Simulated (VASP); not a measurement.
Input of a VASP 6.6.1 run:

The input INCAR:

```
SYSTEM = Si
PREC = Accurate ; ENCUT = 600
EDIFF = 1E-6 ; ISMEAR = 0
SIGMA = 0.1 ; LREAL = .False.
LASPH = .True. ; NELM = 100
ALGO = Fast ; ISIF = 3
LWAVE = .False. ; LCHARG = .False.
GGA = PE ; IBRION = 2
NSW = 100 ; EDIFFG = -0.01
```

KPOINTS

```
regular mesh
0
Gamma
  12 12 18
  0 0 0
```

File POSCAR:

```
Si
1.0
    4.5012892961      0.0000000000      0.0000000000
   -2.2506446480      3.8982308802      0.0000000000
    0.0000000000      0.0000000000      2.5149077060
Si
3
Direct
    0.0000000000      0.0000000000      0.0000000000
    0.3333333333      0.6666666667      0.5000000000
    0.6666666667      0.3333333333      0.5000000000
```

Potentials or basis: VASP PAW PBE potentials, release 64 (Si).

Command:

```console
$ cat potpaw_PBE.64/Si/POTCAR > POTCAR
$ mpirun -np 1 vasp_std > vasp.out
```

What does it give for the band gap on the k mesh?

None (metal or under the smearing width).

Estimate the relaxed volume.

14.73 Å³/atom.

The path:
```csv
step,energy change (eV),largest force (eV/Å),pressure (GPa),volume (Å³)
1,0.0000,0.0000,0.84,44.13
2,-0.0169,0.0000,-0.55,44.62
3,-0.0190,0.0000,-0.95,44.77
4,-0.0199,0.0000,-1.70,45.07
5,-0.0202,0.0000,-1.38,44.94
6,-0.0237,0.0000,0.10,44.17
7,-0.0242,0.0000,-0.31,44.37
8,-0.0245,0.0000,0.05,44.20
```
